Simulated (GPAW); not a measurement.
# GaN (P6_3mc) in GPAW: equation of state with PBE

Aim: the equation of state of GaN with PBE.

Program: GPAW 26.7.0. These are calculated values, not measurements. Logs are shortened: lines on timing, memory, paths and dates and some standing lists are left out, and cuts for length are marked. The log counts tension as positive stress, the text compression.

### Step 1. Starting point

The structure is hexagonal, space group P6_3mc (No. 186). The conventional cell has a = 3.180 Å, b = 3.180 Å, c = 5.166 Å, α = 90.00°, β = 90.00°, γ = 120.00°. Ga (site symmetry 3m) has 4 N at 1.94 to 1.95 Å as nearest neighbours. N (site symmetry 3m) is surrounded by 4 Ga at 1.94 to 1.95 Å.

### Step 2. Equation of state, PBE

The input, run.py:

```python
from ase.eos import EquationOfState
from ase.io import Trajectory, read
from ase.units import GPa
from gpaw import GPAW

atoms = read('POSCAR')

traj = Trajectory('eos.traj', 'w')
volumes, energies = [], []
for x in [0.94, 0.96, 0.98, 1.0, 1.02, 1.04, 1.06]:
    a = atoms.copy()
    a.set_cell(atoms.cell * x**(1 / 3), scale_atoms=True)
    calc = GPAW(mode='lcao',
                h=0.18,
                basis='szp(dzp)',
                xc='PBE',
                kpts={'size': (7, 7, 4), 'gamma': True},
                occupations={'name': 'fermi-dirac', 'width': 0.05},
                convergence={'density': 1e-05, 'energy': 1e-05},
                maxiter=150,
                txt=f'eos-{x:.2f}.txt')
    a.calc = calc
    energies.append(a.get_potential_energy(force_consistent=True))
    volumes.append(a.get_volume())
    calc.write(f'eos-{x:.2f}.gpw')
    traj.write(a)
    print(f'{x:.2f} {volumes[-1]:10.4f} A^3 {energies[-1]:14.6f} eV', flush=True)

v0, e0, B = EquationOfState(volumes, energies, eos='birchmurnaghan').fit()
print(f'V0 = {v0:.4f} A^3, E0 = {e0:.6f} eV, B0 = {B / GPa:.2f} GPa')
```

The input, POSCAR:

```
GaN
1.0
    3.1800000000      0.0000000000      0.0000000000
   -1.5900000000      2.7539607840      0.0000000000
    0.0000000000      0.0000000000      5.1660000000
Ga N
2 2
Direct
    0.6666666667      0.3333333333      0.5000000000
    0.3333333333      0.6666666667      0.0000000000
    0.6666666667      0.3333333333      0.8750000000
    0.3333333333      0.6666666667      0.3750000000
```

Potentials or basis: GPAW PAW data sets (gpaw-data 1.2.1), lcao:szp(dzp).

Command:

```console
OMP_NUM_THREADS=1 python run.py
```

Log:

```text
__  _  _
 | _ |_)|_||  |
 |__||  | ||/\| - 26.7.0

Input parameters:
  mode=LCAO(),
  basis={'default': 'szp(dzp)'},
  convergence={'density': 1e-05, 'energy': 1e-05},
  h=0.18,
  kpts=MonkhorstPack(size=(7, 7, 4), gamma=True),
  maxiter=150,
  occupations=Occupations(name='fermi-dirac', width=0.05),
  xc=XC(name='PBE')

           N

           Ga
        N

        Ga

Atoms  # Å, Bohr magnetons
|   | symbol |         x |        y |        z |    initial magnetic moments |
|---|--------|-----------|----------|----------|-----------------------------|
| 0 |     Ga |  1.557542 | 0.899247 | 2.530271 | ( 0.0000,  0.0000,  0.0000) |
| 1 |     Ga | -0.000000 | 1.798494 | 0.000000 | ( 0.0000,  0.0000,  0.0000) |
| 2 |      N |  1.557542 | 0.899247 | 4.427974 | ( 0.0000,  0.0000,  0.0000) |
| 3 |      N | -0.000000 | 1.798494 | 1.897703 | ( 0.0000,  0.0000,  0.0000) |

Unit cell  # Å
| periodic |         x |        y |        z |  lengths |     angles |
|----------|-----------|----------|----------|----------|------------|
|      yes |  3.115084 | 0.000000 | 0.000000 | 3.115084 |  90.000000 |
|      yes | -1.557542 | 2.697742 | 0.000000 | 3.115084 |  90.000000 |
|      yes |  0.000000 | 0.000000 | 5.060542 | 5.060542 | 120.000000 |

Number of symmetries: 6
Symmetry operations  # r_c * U_cc + t_c -> r_c
|   | kind |            matrix            |
|---|------|------------------------------|
| 0 |  σ   |  1, 1, 0,  0,-1, 0,  0, 0, 1 |
| 1 |  E   |  1, 0, 0,  0, 1, 0,  0, 0, 1 |
| 2 |  C3  |  0, 1, 0, -1,-1, 0,  0, 0, 1 |
| 3 |  σ   |  0,-1, 0, -1, 0, 0,  0, 0, 1 |
| 4 |  σ   | -1, 0, 0,  1, 1, 0,  0, 0, 1 |
| 5 |  C3  | -1,-1, 0,  1, 0, 0,  0, 0, 1 |

BZ-sampling:
  Number of BZ points: 196
  Number of IBZ points: 28

  Monkhorst-Pack size: [7, 7, 4]
  Monkhorst-Pack shift: [0.0, 0.0, 0.125]

K-points  # in reciprocal-cell coordinates
|     |                                coordinates |     weight |
|-----|--------------------------------------------|------------|
|   0 | (  0.00000000,   0.00000000,   0.00000000) | 0.00510204 |
|   1 | (  0.00000000,   0.00000000,   0.25000000) | 0.01020408 |
|   2 | (  0.00000000,   0.00000000,   0.50000000) | 0.00510204 |
|   3 | (  0.14285714,   0.00000000,  -0.25000000) | 0.03061224 |
|   4 | (  0.14285714,   0.00000000,   0.00000000) | 0.03061224 |
|   5 | (  0.14285714,   0.00000000,   0.25000000) | 0.03061224 |
|   6 | (  0.14285714,   0.00000000,   0.50000000) | 0.03061224 |
|   7 | (  0.28571429,  -0.14285714,   0.00000000) | 0.03061224 |
|   8 | (  0.28571429,  -0.14285714,   0.25000000) | 0.06122449 |
|   9 | (  0.28571429,  -0.14285714,   0.50000000) | 0.03061224 |
| ... |                                            |            |
|  27 | (  0.42857143,   0.42857143,   0.50000000) | 0.03061224 |

basis functions: 36
Spin-components: 1 (collinear spins)
Bands:           14
Projectors:      20
Spin-degeneracy: 2
Datatype:        <class 'complex'>

Parallelization:
  kpt:    1
  domain: 1
  band:   1

Density:
  Valence electrons: 16.0
  Components: 1
  Grid points: [16 16 28]
  Charge: 0.0  # |e|

Potential:
  Grid points: [16 16 28]

species:
  Ga:
    name:    Gallium
    Z:       31.0
    valence: 3
    core:    28
    charge:  0.0  # [|e|]
    compensation charges:
      type: gauss
      rc: 0.37  # [Å]
      lmax: 2
    cutoffs:
      filter: 2.06  # [Å]
      core: 4.17  # [Å]
    projectors
    | kind |    occ | energy [eV] | rcut [Å] |
    |------|--------|-------------|----------|
    |   4s |  2.000 |      -8.945 |    1.164 |
    |   4p |  1.000 |      -2.580 |    1.164 |
    |    s |        |      18.266 |    1.164 |
    |    p |        |      24.631 |    1.164 |
    |    d |        |       0.000 |    1.164 |

    LCAO basis set for Ga:
      Name: szp(dzp)
      File: <dir>
      Number of radial functions: 3
      Number of spherical harmonics: 9
        l=0, rc=7.2656 Bohr: 4s-sz confined orbital
        l=1, rc=10.3438 Bohr: 4p-sz confined orbital
        l=2, rc=10.3438 Bohr: d-type Gaussian polarization
      Number of RI-basis functions 0

  N:
    name:    Nitrogen
    Z:       7.0
    valence: 5
    core:    2
    charge:  0.0  # [|e|]
    compensation charges:
      type: gauss
      rc: 0.18  # [Å]
      lmax: 2
    cutoffs:
      filter: 1.11  # [Å]
      core: 0.96  # [Å]
    projectors
    | kind |    occ | energy [eV] | rcut [Å] |
    |------|--------|-------------|----------|
    |   2s |  2.000 |     -18.583 |    0.603 |
    |   2p |  3.000 |      -7.089 |    0.529 |
    |    s |        |       8.629 |    0.603 |
    |    p |        |      20.123 |    0.529 |
    |    d |        |       0.000 |    0.577 |

    LCAO basis set for N:
      Name: szp(dzp)
      File: <dir>
      Number of radial functions: 3
      Number of spherical harmonics: 9
        l=0, rc=4.8594 Bohr: 2s-sz confined orbital
        l=1, rc=6.0625 Bohr: 2p-sz confined orbital
        l=2, rc=6.0625 Bohr: d-type Gaussian polarization
      Number of RI-basis functions 0

Reference energy: -108732.786066  # eV

eigensolver:
  <gpaw.new.lcao.eigensolver.LCAOEigensolver object>
density mixing:
  MSR1-Mixer
  Pratt-step length: 0.05
  Maximum mixing coefficient: 0.75
  Old densities: 10
  SVD Regularization: 0.005
  Good broyden scale: 1.0
  Trust region scale: 1.0
  Backstep threshold: 4.0
  History deletion threshold: 6.0
  Fourier metric: weight=20.0, sigma=0.015

occupation numbers:
  Fermi-Dirac:
    width: 0.0500  # eV

FastPoissonSolver using
    Stencil: 8*3+1=25 point O(h^6) finite-difference Laplacian
    FFT axes: [np.int64(0), np.int64(1), np.int64(2)]
    FST axes: []

xc functional:
  name: PBE with 2 nearest neighbor stencil
interpolation: tri-quintic # 5. degree polynomial

           N

           Ga
        N

        Ga

Atoms  # Å, Bohr magnetons
|   | symbol |         x |        y |        z |    initial magnetic moments |
|---|--------|-----------|----------|----------|-----------------------------|
| 0 |     Ga |  1.557542 | 0.899247 | 2.530271 | ( 0.0000,  0.0000,  0.0000) |
| 1 |     Ga | -0.000000 | 1.798494 | 0.000000 | ( 0.0000,  0.0000,  0.0000) |
| 2 |      N |  1.557542 | 0.899247 | 4.427974 | ( 0.0000,  0.0000,  0.0000) |
| 3 |      N | -0.000000 | 1.798494 | 1.897703 | ( 0.0000,  0.0000,  0.0000) |

Unit cell  # Å
| periodic |         x |        y |        z |  lengths |     angles |
|----------|-----------|----------|----------|----------|------------|
|      yes |  3.115084 | 0.000000 | 0.000000 | 3.115084 |  90.000000 |
|      yes | -1.557542 | 2.697742 | 0.000000 | 3.115084 |  90.000000 |
|      yes |  0.000000 | 0.000000 | 5.060542 | 5.060542 | 120.000000 |

Number of symmetries: 6
Symmetry operations  # r_c * U_cc + t_c -> r_c
|   | kind |            matrix            |
|---|------|------------------------------|
| 0 |  σ   |  1, 1, 0,  0,-1, 0,  0, 0, 1 |
| 1 |  E   |  1, 0, 0,  0, 1, 0,  0, 0, 1 |
| 2 |  C3  |  0, 1, 0, -1,-1, 0,  0, 0, 1 |
| 3 |  σ   |  0,-1, 0, -1, 0, 0,  0, 0, 1 |
| 4 |  σ   | -1, 0, 0,  1, 1, 0,  0, 0, 1 |
| 5 |  C3  | -1,-1, 0,  1, 0, 0,  0, 0, 1 |

BZ-sampling:
  Number of BZ points: 196
  Number of IBZ points: 28

  Monkhorst-Pack size: [7, 7, 4]
  Monkhorst-Pack shift: [0.0, 0.0, 0.125]

K-points  # in reciprocal-cell coordinates
|     |                                coordinates |     weight |
|-----|--------------------------------------------|------------|
|   0 | (  0.00000000,   0.00000000,   0.00000000) | 0.00510204 |
|   1 | (  0.00000000,   0.00000000,   0.25000000) | 0.01020408 |
|   2 | (  0.00000000,   0.00000000,   0.50000000) | 0.00510204 |
|   3 | (  0.14285714,   0.00000000,  -0.25000000) | 0.03061224 |
|   4 | (  0.14285714,   0.00000000,   0.00000000) | 0.03061224 |
|   5 | (  0.14285714,   0.00000000,   0.25000000) | 0.03061224 |
|   6 | (  0.14285714,   0.00000000,   0.50000000) | 0.03061224 |
|   7 | (  0.28571429,  -0.14285714,   0.00000000) | 0.03061224 |
|   8 | (  0.28571429,  -0.14285714,   0.25000000) | 0.06122449 |
|   9 | (  0.28571429,  -0.14285714,   0.50000000) | 0.03061224 |
| ... |                                            |            |
|  27 | (  0.42857143,   0.42857143,   0.50000000) | 0.03061224 |

basis functions: 36
Spin-components: 1 (collinear spins)
Bands:           14
Projectors:      20
Spin-degeneracy: 2
Datatype:        <class 'complex'>

Parallelization:
  kpt:    1
  domain: 1
  band:   1

Density:
  Valence electrons: 16.0
  Components: 1
  Grid points: [16 16 28]
  Charge: 0.0  # |e|

Potential:
  Grid points: [16 16 28]

species:
  Ga:
    name:    Gallium
    Z:       31.0
    valence: 3
    core:    28
    charge:  0.0  # [|e|]
    compensation charges:
      type: gauss
      rc: 0.37  # [Å]
      lmax: 2
    cutoffs:
      filter: 2.06  # [Å]
      core: 4.17  # [Å]
    projectors
    | kind |    occ | energy [eV] | rcut [Å] |
    |------|--------|-------------|----------|
    |   4s |  2.000 |      -8.945 |    1.164 |
    |   4p |  1.000 |      -2.580 |    1.164 |
    |    s |        |      18.266 |    1.164 |
    |    p |        |      24.631 |    1.164 |
    |    d |        |       0.000 |    1.164 |

    LCAO basis set for Ga:
      Name: szp(dzp)
      File: <dir>
      Number of radial functions: 3
      Number of spherical harmonics: 9
        l=0, rc=7.2656 Bohr: 4s-sz confined orbital
        l=1, rc=10.3438 Bohr: 4p-sz confined orbital
        l=2, rc=10.3438 Bohr: d-type Gaussian polarization
      Number of RI-basis functions 0

  N:
    name:    Nitrogen
    Z:       7.0
    valence: 5
    core:    2
    charge:  0.0  # [|e|]
    compensation charges:
      type: gauss
      rc: 0.18  # [Å]
      lmax: 2
    cutoffs:
      filter: 1.11  # [Å]
      core: 0.96  # [Å]
    projectors
    | kind |    occ | energy [eV] | rcut [Å] |
    |------|--------|-------------|----------|
    |   2s |  2.000 |     -18.583 |    0.603 |
    |   2p |  3.000 |      -7.089 |    0.529 |
    |    s |        |       8.629 |    0.603 |
    |    p |        |      20.123 |    0.529 |
    |    d |        |       0.000 |    0.577 |

    LCAO basis set for N:
      Name: szp(dzp)
      File: <dir>
      Number of radial functions: 3
      Number of spherical harmonics: 9
        l=0, rc=4.8594 Bohr: 2s-sz confined orbital
        l=1, rc=6.0625 Bohr: 2p-sz confined orbital
        l=2, rc=6.0625 Bohr: d-type Gaussian polarization
      Number of RI-basis functions 0

Reference energy: -108732.786066  # eV

eigensolver:
  <gpaw.new.lcao.eigensolver.LCAOEigensolver object>
density mixing:
  MSR1-Mixer
  Pratt-step length: 0.05
  Maximum mixing coefficient: 0.75
  Old densities: 10
  SVD Regularization: 0.005
  Good broyden scale: 1.0
  Trust region scale: 1.0
  Backstep threshold: 4.0
  History deletion threshold: 6.0
  Fourier metric: weight=20.0, sigma=0.015

occupation numbers:
  Fermi-Dirac:
    width: 0.0500  # eV

FastPoissonSolver using
    Stencil: 8*3+1=25 point O(h^6) finite-difference Laplacian
    FFT axes: [np.int64(0), np.int64(1), np.int64(2)]
    FST axes: []

xc functional:
  name: PBE with 2 nearest neighbor stencil
interpolation: tri-quintic # 5. degree polynomial

convergence criteria:
- Maximum integral of absolute [dens]ity change: 1e-05 electrons / valence electron
- Maximum [total energy] change in last 3 cyles: 1e-05 eV / valence electron
- Maximum integral of absolute [eigenst]ate change: 4e-08 eV^2 / valence electron
maximum number of iterations: 150

SCF iterations
|iter     | |      energy | eigst |  dens |
|---------|-|-------------|-------|-------|
|iter:   1| |  -24.619195 |      c|       |
|iter:   2| |  -23.871420 |      c| -0.63 |
|iter:   3| |  -21.707679 |      c| -0.68 |
|iter:   4| |  -21.695369 |      c| -1.44 |
|iter:   5| |  -21.691753 |      c| -1.72 |
|iter:   6| |  -21.691751 |      c| -3.53 |
|iter:   7| |  -21.691750c|      c| -3.89 |
|iter:   8| |  -21.691750c|      c| -5.27c|

Converged in 8 steps
Energy contributions relative to reference atoms: (reference = -108732.786066)

Energy contributions:
  Kinetic:         136.434071
  Coulomb:        -119.430621
  Zero:              0.931786
  External:          0.000000
  Xc:              -39.626986
  Entropy:          -0.000000
  Spinorbit:         0.000000
  ----------------------------
  Free energy:     -21.691750
  Extrapolated:    -21.691750

dipole moment: (0.000000, -0.000000, -11.145461)  # |e|*Ang

Fermi level: 8.988
Eigenvalues  # (at kpt = [0.000, 0.000, 0.000])
| band index |      eig [eV] | occ [0-2] |
|------------|---------------|-----------|
|          0 |        -9.183 |     2.000 |
|          1 |        -6.451 |     2.000 |
|          2 |        -0.124 |     2.000 |
|          3 |         6.367 |     2.000 |
|          4 |         6.375 |     2.000 |
|          5 |         7.532 |     2.000 |
|          6 |         7.606 |     2.000 |
|          7 |         7.616 |     2.000 |
|          8 |        10.336 |     0.000 |
|          9 |        12.600 |     0.000 |
|         10 |        17.784 |     0.000 |
|         11 |        17.972 |     0.000 |
|         12 |        17.973 |     0.000 |
|         13 |        19.269 |     0.000 |

Gap: 2.720 eV
Transition (v -> c):
  (s=0, k=0, n=7, [0.00, 0.00, 0.00]) -> (s=0, k=0, n=8, [0.00, 0.00, 0.00])
No difference between direct/indirect transitions
# Writing to eos-0.94.gpw (mode='')
```

Run time: 29 min. Hardware: 1 thread of Intel Xeon Platinum 8259CL at 2.50GHz (Skylake/Cascade Lake), shared host; peak memory 0.24 GiB.

These settings aren't checked as converged: the numbers below hold their error.

What came out:

| Quantity | Value |
| --- | --- |
| Equilibrium volume | 12.43 Å³/atom (rough: see the caveat) |
| Bulk modulus at fixed shape and positions | 181 GPa (rough) |

Caveat: the data sets keep Ga 3d, Li 1s and Be 1s frozen, and some such compounds lay over 1.5 % in volume off other programs; the minimum lies outside the volumes run; the cell was scaled at fixed shape and fractional positions, which overstates the stiffness of a crystal with free parameters, most of all of layers and chains; the basis of atomic orbitals isn't converged, which shifts pressures, moduli and gaps.
